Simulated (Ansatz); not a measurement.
## Redistribution: C2H2 + C3H8S2 → C2H2S + C3H8S

Species: C2H2 (acetylene) `C#C`, singlet; C3H8S2 (1,3-propanedithiol) `SCCCS`, singlet; C2H2S (ethynethiol) `C#CS`, singlet; C3H8S (1-propanethiol) `CCCS`, singlet. The partners trade H for SH; both sit on C, so the bond types are kept.

Shapes, held fixed at every level: PBE0-D4/def2-TZVP. Flexible molecules stand in one conformer, not always the lowest. Programs: Ansatz 0.2.0. Electronic energies: no zero-point or thermal term.

```json
{"level": "HF/def2-TZVPP", "kind": "Hartree–Fock", "ΔE (kJ/mol)": "-7.7", "less CCSD(T)/CBS estimate": "-2.7", "CPU time (sum over the molecules)": "–"}
{"level": "r2SCAN-D4/def2-TZVPP", "kind": "meta-GGA", "ΔE (kJ/mol)": "-18.5", "less CCSD(T)/CBS estimate": "-13.5", "CPU time (sum over the molecules)": "48 s"}
{"level": "B3LYP-D4/def2-TZVPP", "kind": "global hybrid", "ΔE (kJ/mol)": "-15.2", "less CCSD(T)/CBS estimate": "-10.2", "CPU time (sum over the molecules)": "46 s"}
{"level": "wB97M-V/def2-TZVPP", "kind": "range-separated hybrid", "ΔE (kJ/mol)": "-8.4", "less CCSD(T)/CBS estimate": "-3.4", "CPU time (sum over the molecules)": "1.8 min"}
{"level": "MP2/def2-TZVPP", "kind": "perturbation theory", "ΔE (kJ/mol)": "-9.6", "less CCSD(T)/CBS estimate": "-4.6", "CPU time (sum over the molecules)": "–"}
{"level": "CCSD(T)/def2-TZVPP", "kind": "coupled cluster or CI", "ΔE (kJ/mol)": "-7.0", "less CCSD(T)/CBS estimate": "-2.0", "CPU time (sum over the molecules)": "16 min"}
{"level": "CCSD(T)/CBS estimate", "kind": "coupled cluster or CI", "ΔE (kJ/mol)": "-5.0", "less CCSD(T)/CBS estimate": "0.0", "CPU time (sum over the molecules)": "24 min"}
```

The highest level, CCSD(T)/CBS estimate, gives ΔE = -5.0 kJ/mol; the levels span -18.5 to -5.0. The column of differences is taken from that level and isn't an error. No measured value is set beside it here. The CBS estimate extrapolates MP2 from def2-TZVPP and def2-QZVPP and adds CCSD(T) − MP2 in the triple-zeta set, cores frozen. Times are processor times on shared x86 and Arm servers, and rough.
